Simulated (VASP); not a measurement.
Write the native input for VASP 6.6.1 that does the following.

```yaml
Task: band structure
Functional: TB-mBJ
Potentials_or_basis: VASP PAW PBE potentials, release 64 (Cd, O)
Cutoff: 520 eV
k_mesh: 10 × 10 × 10
Occupations: fermi-dirac, width 0.05 eV
Spin: no spin polarisation
Further_INCAR_settings: ALGO = Normal; EDIFF = 1e-07; NBANDS = 16
```

The system is CdO (Monteponite).

```
Cd O
1.0
     0.00000    2.34950    2.34950
     2.34950    0.00000    2.34950
     2.34950    2.34950    0.00000
Cd O
1 1
Direct
  0.00000 0.00000 0.00000
  0.50000 0.50000 0.50000
```

One way to write it, as run:

POSCAR

```
CdO
1.0
    0.0000000000      2.3495000000      2.3495000000
    2.3495000000      0.0000000000      2.3495000000
    2.3495000000      2.3495000000      0.0000000000
Cd O
1 1
Direct
    0.0000000000      0.0000000000      0.0000000000
    0.5000000000      0.5000000000      0.5000000000
```

INCAR.step1

```
ALGO = Normal ; EDIFF = 1E-5
ENCUT = 520 ; GGA = PE
ISIF = 2 ; ISMEAR = -1
LASPH = T ; LCHARG = F
LREAL = F ; LWAVE = T
NBANDS = 16 ; NELM = 80
PREC = Accurate ; SIGMA = 0.05
```

INCAR.step2

```
ALGO = Normal ; EDIFF = 1E-7
ENCUT = 520 ; ISIF = 2
ISMEAR = -1 ; ISTART = 1
LASPH = T ; LCHARG = F
LREAL = F ; LWAVE = F
METAGGA = MBJ ; NBANDS = 16
NELM = 80 ; PREC = Accurate
SIGMA = 0.05
```

KPOINTS

```
k-points
0
Gamma
  10 10 10
```

KPOINTS_OPT

```
path GXWKGLUWLK,UX
15
line-mode
reciprocal
 0.0000000000  0.0000000000  0.0000000000  G
 0.5000000000  0.0000000000  0.5000000000  X

 0.5000000000  0.0000000000  0.5000000000  X
 0.5000000000  0.2500000000  0.7500000000  W

 0.5000000000  0.2500000000  0.7500000000  W
 0.3750000000  0.3750000000  0.7500000000  K

 0.3750000000  0.3750000000  0.7500000000  K
 0.0000000000  0.0000000000  0.0000000000  G

 0.0000000000  0.0000000000  0.0000000000  G
 0.5000000000  0.5000000000  0.5000000000  L

 0.5000000000  0.5000000000  0.5000000000  L
 0.6250000000  0.2500000000  0.6250000000  U

 0.6250000000  0.2500000000  0.6250000000  U
 0.5000000000  0.2500000000  0.7500000000  W

 0.5000000000  0.2500000000  0.7500000000  W
 0.5000000000  0.5000000000  0.5000000000  L

 0.5000000000  0.5000000000  0.5000000000  L
 0.3750000000  0.3750000000  0.7500000000  K

 0.6250000000  0.2500000000  0.6250000000  U
 0.5000000000  0.0000000000  0.5000000000  X
```

Potentials or basis: VASP PAW PBE potentials, release 64 (Cd, O).

The run is started by

```console
$ cat potpaw_PBE.64/Cd/POTCAR potpaw_PBE.64/O/POTCAR > POTCAR
$ cp INCAR.step1 INCAR
$ mpirun -np 1 vasp_std > vasp.out
$ cp INCAR.step2 INCAR
$ mpirun -np 1 vasp_std > vasp.out
```

It gave:

| Property | Result |
| --- | --- |
| Band gap on the k mesh | 1.43 eV, indirect (least direct gap 2.69 eV) |
| Band gap along the path | 1.43 eV, indirect (least direct gap 2.69 eV) |

It took 4.3 min on 1 thread of Intel(R) Xeon(R) Platinum 8375C CPU @ 2.90GHz (Ice Lake), with other jobs on the host, peak memory 0.19 GiB.
